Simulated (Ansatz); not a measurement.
**Fe: equation of state with r2SCAN**

The system is Fe.

```
Fe
1.0
     2.43416    0.00000    0.00000
    -1.21708    2.10804    0.00000
     0.00000    0.00000    3.84193
Fe
2
Direct
  0.66667 0.33333 0.75000
  0.33333 0.66667 0.25000
```

This isn't the form of Fe at room conditions, which is bcc.

| Property | Result |
| --- | --- |
| Program | Ansatz 0.2.0 |
| Task | equation of state |
| Functional | r2SCAN |
| Potentials or basis | Ansatz PAW |
| Cutoff | 500 eV |
| Density cutoff | 2000 eV |
| k mesh | 12 × 12 × 7 |
| Occupations | fermi-dirac, width 0.05 eV |
| Spin | collinear spin, ferromagnetic start |
| Starting moments | [3.0, 3.0] μB |

```yaml
Equilibrium_volume: outside the volumes run
```

Energy against volume, from the lowest point:
```
volume (Å³/atom)  energy (meV/atom)
           9.266             423.63
           9.463             328.40
           9.660             245.06
           9.857             171.10
          10.054             105.77
          10.251              48.88
          10.448               0.00
```

All runs of the series together: 69 s on 2 threads of Arm Neoverse V1 (shared host).

Caveat: the magnetic or orbital state may not be the lowest; the PAW data sets were made with another functional, which shifts forces and pressure a little.
